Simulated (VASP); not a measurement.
**VASP inputs for ZnSe (strained zincblende)**

INCAR

```
LREAL = .FALSE.
NSW = 0
ISMEAR = 0
LCHARG = .TRUE.
EDIFF = 1E-7
LELF = .TRUE.
NELM = 120
SIGMA = 0.01
NBANDS = 16
METAGGA = R2SCAN
PREC = Accurate
IBRION = -1
ISIF = 2
ENCUT = 520
LWAVE = .FALSE.
ALGO = Normal
LASPH = .TRUE.
```

KPOINTS

```
KPOINTS created by Atomic Simulation Environment
0
Gamma
8 8 8
0 0 0
```

KPOINTS_OPT

```
special points
6
Reciprocal
0.0000000000 0.0000000000 0.0000000000 1
-0.5000000000 -0.5000000000 0.0000000000 1
-0.3750000000 -0.3750000000 0.2500000000 1
-0.3750000000 0.0000000000 0.3750000000 1
0.0000000000 0.0000000000 0.5000000000 1
-0.5000000000 -0.2500000000 0.2500000000 1
```

POSCAR

```
Zn Se
 1.0000000000000000
     0.0000000000000000    2.8324206844000002    2.9173933049000000
     2.8324206844000002    0.0000000000000000    2.9173933049000000
     2.8324206844000002    2.8324206844000002    0.0000000000000000
 Zn  Se
   1   1
Cartesian
  0.0000000000000000  0.0000000000000000  0.0000000000000000
  1.4162103421999999  1.4162103421999999  1.4586966524499998
```

VASP ran with the recommended PBE PAW datasets (18 valence electrons in the cell).

Task: Estimate the main results of this run.

Result: gap between bands v and c 1.70 eV; least direct gap 1.70 eV; pressure -1.7 GPa.

Band v is the last that the valence electrons fill when counted band by band, and c is the next. Levels in eV from the top of v:

```json
{"point": "Γ", "v−1": "0.00", "v": "0.00", "c": "1.70", "c+1": "6.29"}
{"point": "X", "v−1": "-2.06", "v": "-2.06", "c": "3.45", "c+1": "4.02"}
{"point": "K", "v−1": "-3.04", "v": "-1.83", "c": "3.90", "c+1": "5.87"}
{"point": "L", "v−1": "-0.97", "v": "-0.79", "c": "2.95", "c+1": "6.73"}
{"point": "W", "v−1": "-2.73", "v": "-2.61", "c": "5.86", "c+1": "5.97"}
```
